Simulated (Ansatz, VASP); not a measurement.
## Two plane-wave programs on WC

```xyz
2
Lattice="0.0000 2.1927 2.1927 2.1927 0.0000 2.1927 2.1927 2.1927 0.0000" Properties=species:S:1:pos:R:3 pbc="T T T"
W     0.0000    0.0000    0.0000
C     2.1927    2.1927    2.1927
```

Measurements of this composition are mostly on another form, of space group No. 187.

Alike in both runs: task single point; functional LDA; k mesh 18 × 18 × 18; occupations gaussian, width 0.15 eV; no spin polarisation.

|  | VASP | Ansatz |
| --- | --- | --- |
| version | VASP 6.6.1 | Ansatz 0.2.0 |
| potentials or method | VASP PAW LDA potentials, release 64 (W_sv, C) | scalar-relativistic, plane waves, PAW |
| plane-wave cutoff (eV) | 520 | 420 |
| valence electrons in the cell | 18 | 18 |

Ansatz gave:

* gap on the k mesh at the Fermi level (eV): none
* pressure (GPa): -16.0

Problem. Which values does VASP return?

Solution. gap on the k mesh at the Fermi level (eV): none; pressure (GPa): -13.9.

A gap of «none» marks a metal or a gap that the smearing closes.

Spin-orbit coupling is left out, which matters for the levels of W.
